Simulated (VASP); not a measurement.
**SiC: zone-centre modes, functional by functional**

Aim: the vibrations of SiC at the zone centre, at several levels of theory. The starting structure is a computed structure from the Materials Project.

Main program and level: VASP 6.6.1; Kohn-Sham DFT with plane waves and PAW; LDA, PBEsol, PBE, PBEsol + D3(BJ) and r2SCAN.

## 1. Set-up

Symmetry: P6_3mc, No. 186, hexagonal system. The conventional cell has a = 3.076 Å, b = 3.076 Å, c = 10.071 Å, α = 90.00°, β = 90.00°, γ = 120.00°. Nearest to Si lie 4 C at 1.88 to 1.89 Å. C has 4 Si at 1.88 to 1.89 Å nearest. C has 4 Si at 1.88 to 1.89 Å nearest. Farther neighbours are not listed.

Coordinates:

```xyz
8
Lattice="3.0757 0.0000 0.0000 -1.5378 2.6636 0.0000 0.0000 0.0000 10.0706" Properties=species:S:1:pos:R:3 pbc="T T T"
Si    0.0000    0.0000    1.8922
Si    0.0000    0.0000    6.9275
Si    0.0000    1.7758    4.4094
Si    1.5378    0.8879    9.4447
C     0.0000    0.0000    0.0046
C     0.0000    0.0000    5.0400
C     0.0000    1.7758    2.5157
C     1.5378    0.8879    7.5510
```

## 2. Modes with LDA

LDA, the lowest rung, knows the local density alone. The cell comes from a relaxation at this level, not shown (81.25 Å³).

INCAR reads:

```
SYSTEM = SiC
PREC = Accurate
ENCUT = 520
EDIFF = 1E-08
NELM = 100
ISMEAR = 0
SIGMA = 0.03
LREAL = .FALSE.
ALGO = Normal
GGA = CA
NBANDS = 24
LORBIT = 11
LWAVE = .FALSE.
LCHARG = .FALSE.
KPAR = 8
IBRION = 6
NFREE = 2
POTIM = 0.015
NSW = 1
ISIF = 2
```

POSCAR reads:

```
SiC
1.0
    3.0601431151      0.0000000000      0.0000000000
   -1.5300715575      2.6501616769      0.0000000000
    0.0000000000      0.0000000000     10.0184457506
Si C
4 4
Direct
    0.0000000000      0.0000000000      0.1878885989
    0.0000000000      0.0000000000      0.6878885989
    0.3333333333      0.6666666667      0.4378480517
    0.6666666667      0.3333333333      0.9378480517
    0.0000000000      0.0000000000      0.0004568242
    0.0000000000      0.0000000000      0.5004568242
    0.3333333333      0.6666666667      0.2498055252
    0.6666666667      0.3333333333      0.7498055252
```

KPOINTS reads:

```
Automatic mesh
0
Gamma
9 9 2
0 0 0
```

Potentials, in the order of the species: Si and C (LDA family, release 64).

Launch:

```
mpirun -np 8 vasp_std
```

What it wrote:

```text
[banner, memory and clock lines left out]
running    8 mpi-ranks, on    1 nodes
 distrk:  each k-point on    1 cores,    8 groups
 distr:  one band on    1 cores,    1 groups

 POSCAR found type information on POSCAR SiC
 POSCAR found :  2 types and       8 ions
|                                                                             |
|           W    W    AA    RRRRR   N    N  II  N    N   GGGG   !!!           |
|           W    W   A  A   R    R  NN   N  II  NN   N  G    G  !!!           |
|           W    W  A    A  R    R  N N  N  II  N N  N  G       !!!           |
|           W WW W  AAAAAA  RRRRR   N  N N  II  N  N N  G  GGG   !            |
|           WW  WW  A    A  R   R   N   NN  II  N   NN  G    G                |
|           W    W  A    A  R    R  N    N  II  N    N   GGGG   !!!           |
|                                                                             |
|     For optimal performance we recommend to set                             |
|       NCORE = 2 up to number-of-cores-per-socket                            |
|     NCORE specifies how many cores store one orbital (NPAR=cpu/NCORE).      |
|     This setting can greatly improve the performance of VASP for DFT.       |
|     The default, NCORE=1 might be grossly inefficient on modern             |
|     multi-core architectures or massively parallel machines. Do your        |
|     Unfortunately you need to use the default for GW and RPA                |
|     calculations (for HF NCORE is supported but not extensively tested      |
|     yet).                                                                   |
|                                                                             |

 LDA part: xc-table for (Slater(with rela. corr.)+CA(PZ))
 , standard interpolation
 POSCAR, INCAR and KPOINTS ok, starting setup
 FFT: planning ... GRIDC
 FFT: planning ... GRID_SOFT
 FFT: planning ... GRID
 WAVECAR not read
 entering main loop
       N       E                     dE             d eps       ncg     rms          rms(c)
DAV:   1     0.712194035753E+02    0.71219E+02   -0.14632E+04  1152   0.121E+03
DAV:   2    -0.677300581062E+02   -0.13895E+03   -0.12975E+03  1560   0.203E+02
DAV:   3    -0.748449636962E+02   -0.71149E+01   -0.70675E+01  1536   0.441E+01
DAV:   4    -0.749452375110E+02   -0.10027E+00   -0.10016E+00  1496   0.618E+00
DAV:   5    -0.749472966295E+02   -0.20591E-02   -0.20587E-02  1528   0.828E-01    0.185E+01
DAV:   6    -0.669276084782E+02    0.80197E+01   -0.23803E+01  1464   0.220E+01    0.853E+00
DAV:   7    -0.666612937460E+02    0.26631E+00   -0.22073E+00  1584   0.699E+00    0.339E+00
DAV:   8    -0.665903749085E+02    0.70919E-01   -0.13566E-01  1408   0.181E+00    0.112E+00
DAV:   9    -0.665793348369E+02    0.11040E-01   -0.19125E-02  1480   0.748E-01    0.158E-01
DAV:  10    -0.665794277897E+02   -0.92953E-04   -0.94256E-04  1472   0.175E-01    0.849E-02
DAV:  11    -0.665794369830E+02   -0.91933E-05   -0.33842E-05  1504   0.390E-02    0.215E-02
DAV:  12    -0.665794323454E+02    0.46377E-05   -0.91325E-06  1456   0.148E-02    0.937E-03
DAV:  13    -0.665794318628E+02    0.48252E-06   -0.20728E-06  1504   0.645E-03    0.173E-03
DAV:  14    -0.665794318907E+02   -0.27843E-07   -0.70522E-08  1480   0.170E-03    0.745E-04
DAV:  15    -0.665794318987E+02   -0.80204E-08   -0.14140E-09  1072   0.235E-04
   1 F= -.66579432E+02 E0= -.66579432E+02  d E =-.919033E-23
[... from here on, the cycles between the ionic steps are left out ...]
   2 F= -.66577129E+02 E0= -.66577129E+02  d E =-.377850E-20
   3 F= -.66577129E+02 E0= -.66577129E+02  d E =-.378019E-20
   4 F= -.66575997E+02 E0= -.66575997E+02  d E =-.203932E-11
   5 F= -.66575870E+02 E0= -.66575870E+02  d E =-.177098E-21
   6 F= -.66577154E+02 E0= -.66577154E+02  d E =-.470595E-22
   7 F= -.66577154E+02 E0= -.66577154E+02  d E =-.469480E-22
   8 F= -.66576004E+02 E0= -.66576004E+02  d E =-.287549E-23
   9 F= -.66575896E+02 E0= -.66575896E+02  d E =-.331335E-23
  10 F= -.66577181E+02 E0= -.66577181E+02  d E =-.439747E-22
  11 F= -.66577181E+02 E0= -.66577181E+02  d E =-.439106E-22
  12 F= -.66576253E+02 E0= -.66576253E+02  d E =-.400272E-23
  13 F= -.66576377E+02 E0= -.66576377E+02  d E =-.474045E-12
  14 F= -.66577180E+02 E0= -.66577180E+02  d E =-.143646E-21
  15 F= -.66577180E+02 E0= -.66577180E+02  d E =-.144051E-21
  16 F= -.66576316E+02 E0= -.66576316E+02  d E =-.213124E-22
 Finite differences progress:
  Degree of freedom:   8/  8
  Displacement:        1/  2
  Total:              15/ 16
 bond charge predicted
       N       E                     dE             d eps       ncg     rms          rms(c)
DAV:   1    -0.665805139387E+02   -0.41978E-02   -0.21367E+00  1200   0.895E+00    0.430E-01
DAV:   2    -0.665773069476E+02    0.32070E-02   -0.19889E-02  1520   0.988E-01    0.155E-01
DAV:   3    -0.665763912279E+02    0.91572E-03   -0.27177E-03  1512   0.438E-01    0.582E-02
DAV:   4    -0.665764353087E+02   -0.44081E-04   -0.12461E-03  1456   0.208E-01    0.448E-02
DAV:   5    -0.665764286736E+02    0.66351E-05   -0.33396E-05  1504   0.365E-02    0.270E-02
DAV:   6    -0.665764247278E+02    0.39458E-05   -0.16993E-05  1504   0.225E-02    0.574E-03
DAV:   7    -0.665764241617E+02    0.56610E-06   -0.15204E-06  1768   0.983E-03    0.246E-03
DAV:   8    -0.665764241455E+02    0.16170E-07   -0.87709E-07  1480   0.510E-03    0.116E-03
DAV:   9    -0.665764241394E+02    0.61009E-08   -0.54797E-08  1512   0.140E-03
  17 F= -.66576424E+02 E0= -.66576424E+02  d E =-.110634E-10
 Finite differences progress:
  Degree of freedom:   8/  8
  Displacement:        2/  2
  Total:              16/ 16
```

Elapsed: 2.2 min, on 8 MPI ranks of Intel Xeon Platinum 8259CL at 2.50GHz (Skylake/Cascade Lake), shared host; peak memory 3 GiB; 18 min of CPU time.

The logs omit lines about the potential files and the build; timing stands in the text.

[end of part 1 of 4]

[Lines on the potential files, build, host, timing and source positions are cut from VASP's logs without a mark.]

[Logs are printed without paths, hosts, clocks, repeated set-up lines and the standing remarks that a program may print on its own settings, such as how far it seeks lower states.]

[Hosts, paths, dates, database ids (printed as entryN), source tags and the programs' standing remarks are cut or masked in the printed files.]
